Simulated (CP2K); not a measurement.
# GaN under changes of volume

One of the cells (11.444 Å³/atom); the others are scaled copies at fixed shape and fractional positions:

```xyz
2
Lattice="3.1869 0.0000 0.0000 1.5935 2.7600 0.0000 1.5935 0.9200 2.6021" Properties=species:S:1:pos:R:3 pbc="T T T"
Ga    0.0000    0.0000    0.0000
N     1.5935    0.9200    0.6505
```

The cell is a database's computed one.

- Program: CP2K 2026.2
- Functional: PBEsol
- Potentials or basis: POTENTIAL_UZH Ga GTH-PBE-q13, N GTH-PBE-q5; TZVP-MOLOPT-PBE-GTH basis
- Density cutoff: 6123 eV
- k mesh: 10 × 10 × 10
- Occupations: fermi-dirac, width 0.05 eV
- Spin: no spin polarisation

```csv
volume (Å³/atom),energy over the lowest point (meV/atom),pressure (GPa),gap on the mesh (eV)
10.757,38.34,15.4,1.98
10.986,16.69,10.3,1.84
11.215,5.29,5.8,1.71
11.444,0.00,1.7,1.59
11.673,0.21,-1.9,1.46
11.902,?,?,?
12.131,14.90,-8.1,1.22
```

What does the run at 11.902 Å³/atom give?

Energy over the lowest point 5.35 meV/atom; pressure -5.2 GPa; gap on the mesh 1.34 eV.

Worked out: A Birch-Murnaghan fit of order 3 (a polynomial in V^(-2/3)) to the other rows has its minimum at 11.53 Å³/atom with B0 = V·E''(V) = 189 GPa (rough, since the energies scatter). It gives 5.85 meV/atom at 11.902 Å³/atom, against the run's 5.35, and -dE/dV = -5.1 GPa, against -5.2. A straight line through the other rows of the gap, of slope -6.3 eV per unit of ln V (its deformation potential), gives 1.34 eV, against the run's 1.34.

Energies are extrapolated to zero smearing.

Caveats: the potentials were made for another functional, which shifts forces and pressure; the basis of atomic orbitals isn't converged, which shifts pressures, moduli and gaps; the real-space grid breaks the cell's symmetry a little (some runs).

Spin-orbit coupling on Ga is left out.
